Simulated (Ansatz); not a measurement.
Crystal: MnO.

```xyz
2
Lattice="0.0000 2.2239 2.2239 2.2239 0.0000 2.2239 2.2239 2.2239 0.0000" Properties=species:S:1:pos:R:3 pbc="T T T"
Mn    0.0000    0.0000    0.0000
O     2.2239    2.2239    2.2239
```

The cell is a database's computed one.

Base run:

| Quantity | Value |
| --- | --- |
| Program | Ansatz 0.2.0 |
| Functional | r2SCAN0 |
| Potentials or basis | Ansatz PAW |
| Cutoff | 500 eV (not typed: the program's choice for these potentials) |
| k mesh | 6 × 6 × 6 |
| Occupations | fermi-dirac, width 0.05 eV |
| Spin | collinear spin, ferromagnetic start |
| Starting moments | [4.0, 0.0] μB |

Its results: band gap on the k mesh 2.49 eV, indirect (least direct gap 5.14 eV); pressure -1.5 GPa; net moment 5.00 μB per cell; site moments Mn +4.34; O +0.22 μB.

Task: After a change of settings the same cell gave: band gap on the k mesh none (metal or under the smearing width); pressure -15.0 GPa; net moment 4.69 μB per cell; site moments Mn +3.97; O +0.24 μB. Which change was it?
A. functional from r2SCAN0 to HSE06; cutoff from 500 eV (not typed: the program's choice for these potentials) to 420 eV (not typed: the program's choice for these potentials)
B. functional from r2SCAN0 to RPBE; cutoff from 500 eV (not typed: the program's choice for these potentials) to 420 eV (not typed: the program's choice for these potentials)
C. functional from r2SCAN0 to revPBE; cutoff from 500 eV (not typed: the program's choice for these potentials) to 420 eV (not typed: the program's choice for these potentials)
D. functional from r2SCAN0 to LDA; cutoff from 500 eV (not typed: the program's choice for these potentials) to 420 eV (not typed: the program's choice for these potentials)

Result: D.

r2SCAN0 gives the wider gap, since exact exchange removes part of the self-interaction.

Caveats: some runs use coarse meshes; a cell with one magnetic atom can't hold antiferromagnetic order, which such compounds often take; the PAW data sets come from PBE, with cores solved anew for the run's functional, which leaves a small shift of forces and pressure; the magnetic or orbital state may not be the lowest (some runs); the thresholds are loose for stress (some runs); semilocal functionals often make such compounds metallic where correlation or magnetic order opens a gap, which also shifts bond lengths (some runs).

Runs at the PBE level aren't shown here.
